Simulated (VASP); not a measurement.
## AlP: single point with PBE

**What was measured.**

From a printed reference work, data compilation, for a bulk crystal of AlP at 4.2 K: band gap 2.505 eV (indirect).

Crystal: AlP.

```
Al P
1.0
     0.00000    2.72550    2.72550
     2.72550    0.00000    2.72550
     2.72550    2.72550    0.00000
Al P
1 1
Direct
  0.00000 0.00000 0.00000
  0.25000 0.25000 0.25000
```

```
Program             : VASP 6.6.1
Task                : single point
Functional          : PBE
Potentials or basis : VASP PAW PBE potentials, release 64 (Al, P)
Cutoff              : 500 eV
k mesh              : 7 × 7 × 7
Occupations         : gaussian, width 0.01 eV
Spin                : no spin polarisation
```

| Quantity | Value |
| --- | --- |
| Pressure | 2.7 GPa |
| Band gap on the k mesh | 1.70 eV, indirect (least direct gap 3.35 eV) |

Levels at points of the mesh, in eV from the valence-band top:
```
           k point  band 1  band 2  band 3  band 4  band 5  band 6  band 7  band 8  band 9
(0.00, 0.00, 0.00)  -11.53    0.00    0.00    0.00    3.35    4.57    4.57    4.57    8.84
```

Wall time 4.7 s on 1 thread of Intel(R) Xeon(R) Platinum 8488C (Sapphire Rapids), with other jobs on the host, peak memory 0.14 GiB.

Measured gap of AlP: 2.505 eV (indirect; 4.2 K; a printed reference work, data compilation). This calculation gives 1.70 eV (-0.81 eV). The value is that of PBE on a finite k mesh, which can miss the band edges, without temperature or zero-point motion. Semilocal functionals fall short of measured gaps as a rule.
